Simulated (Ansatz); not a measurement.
# GaAs (F-43m): how the settings move a single-point run

Aim: see which settings change the result for GaAs (F-43m), by how much, and at what cost.

Method: reference: DFT PBE, scalar-relativistic, plane waves, PAW, in Ansatz 0.2.0.

### 1 The system as given

Symmetry: F-43m, No. 216, cubic system. Conventional cell: a = 5.654 Å, b = 5.654 Å, c = 5.654 Å, α = 90.00°, β = 90.00°, γ = 90.00°. Around Ga (site symmetry -43m) lie 4 As at 2.45 Å. Around As (site symmetry -43m) lie 4 Ga at 2.45 Å.

As a file:

```
CELL_PARAMETERS angstrom
0.00000 2.82685 2.82685
2.82685 0.00000 2.82685
2.82685 2.82685 0.00000
ATOMIC_POSITIONS crystal
Ga 0.00000 0.00000 0.00000
As 0.75000 0.75000 0.75000
```

### 2 Reference

input.yaml

```yaml
crystal:
  lattice:
    - [0.0, 2.8268505379, 2.8268505379]
    - [2.8268505379, 0.0, 2.8268505379]
    - [2.8268505379, 2.8268505379, 0.0]
  atoms:
    - { symbol: Ga, position: [0.0, 0.0, 0.0] }
    - { symbol: As, position: [0.75, 0.75, 0.75] }
basis:
  ecutwfc: 420
  ecutrho_ratio: 4
kpoints:
  mp_grid: { grid: [8, 8, 8] }
hamiltonian:
  xc: pbe
scf:
  occupations: { method: gaussian, width: 0.05 }
output:
  forces: true
  stress: true
  eigenvalues: true
```

Launch:

```sh
> ansatz run input.yaml --threads 4 --pin off --max-ram 8192MiB --backend cpu --events-out ev --progress --plain --runs-dir out
```

### 3 Variant: eigensolver.kind davidson

input.yaml: that of step 2 with these lines changed.

```diff
@@ -17,2 +17,3 @@
   occupations: { method: gaussian, width: 0.05 }
+  eigensolver: { kind: davidson }
 output:
@@ -20,2 +21 @@
   stress: true
-  eigenvalues: true
```

### 4 Variant: xc r2scan, mixing.algorithm broyden, mixing.beta 0.2, mixing.ndim 8

input.yaml: that of step 2 with these lines changed.

```diff
@@ -14,5 +14,6 @@
 hamiltonian:
-  xc: pbe
+  xc: r2scan
 scf:
   occupations: { method: gaussian, width: 0.05 }
+  mixing: { algorithm: broyden, beta: 0.2, ndim: 8 }
 output:
@@ -20,2 +21 @@
   stress: true
-  eigenvalues: true
```

### 5 Changing settings: starting moments, n_extra_bands 8, spin_polarized true

input.yaml

```yaml
crystal:
  lattice:
    - [0.0, 2.8268505379, 2.8268505379]
    - [2.8268505379, 0.0, 2.8268505379]
    - [2.8268505379, 2.8268505379, 0.0]
  atoms:
    - { symbol: Ga, position: [0.0, 0.0, 0.0], spin: 3.0 }
    - { symbol: As, position: [0.75, 0.75, 0.75], spin: 1.0 }
basis:
  ecutwfc: 420
  ecutrho_ratio: 4
kpoints:
  mp_grid: { grid: [8, 8, 8] }
hamiltonian:
  xc: pbe
scf:
  occupations: { method: gaussian, width: 0.05 }
  n_extra_bands: 8
output:
  forces: true
  stress: true
magnetization:
  spin_polarized: true
```

What does the calculation give? Wanted: for each run, ending; energy change; pressure; gap; force.

The runs gave:

| run | ending | energy change | pressure (GPa) | gap (eV) | force (eV/Å) | cycles | time |
| --- | --- | --- | --- | --- | --- | --- | --- |
| reference | converged | 0 | 3.3 | 0.52 | 0.00 | 6 | 1.1 s |
| 1: eigensolver.kind davidson | converged | 0.0 meV/atom | 3.3 | 0.52 | 0.00 | 6 | 1.2 s |
| 2: xc r2scan, mixing.algorithm broyden, mixing.beta 0.2, mixing.ndim 8 | converged | not comparable | 0.5 | 1.01 | 0.00 | 8 | 2 s |
| 3: starting moments, n_extra_bands 8, spin_polarized true | converged | 0.0 meV/atom | 3.3 | 0.52 | 0.00 | 14 | 2.8 s |

Residual by cycle in the longest SCF loop of each run; runs are numbered as in the table. The quantity is the density residual dr2, in eV.

```csv
cycle,reference,run 1,run 2,run 3
1,0.00236,0.00225,0.01,0.661
2,3.2e-4,1.6e-4,0.00351,0.191
3,3.9e-5,2.9e-5,0.00125,0.0264
5,6.8e-7,1.8e-7,1.9e-5,8.1e-5
6,1.7e-8,8.4e-9,3.6e-6,2.5e-5
7,-,-,5.0e-7,4.7e-7
8,-,-,4.2e-8,2.3e-7
9,-,-,-,2.7e-7
10,-,-,-,3.3e-7
12,-,-,-,6.4e-9
13,-,-,-,1.1e-8
14,-,-,-,3.5e-11
```

**Reading.** Of the converged runs whose energies compare with the reference's, none moves it noticeably. Run 2 ran under the cutoff that the potentials recommend, as the log warns, so basis error is mixed into its values. Of the variants the dearest is «starting moments, n_extra_bands 8, spin_polarized true» (2.8 s), the cheapest «eigensolver.kind davidson» (1.2 s), on a shared host.

These are semilocal Kohn-Sham gaps, which aren't the measured quantity. Such gaps usually fall short of the measured ones.
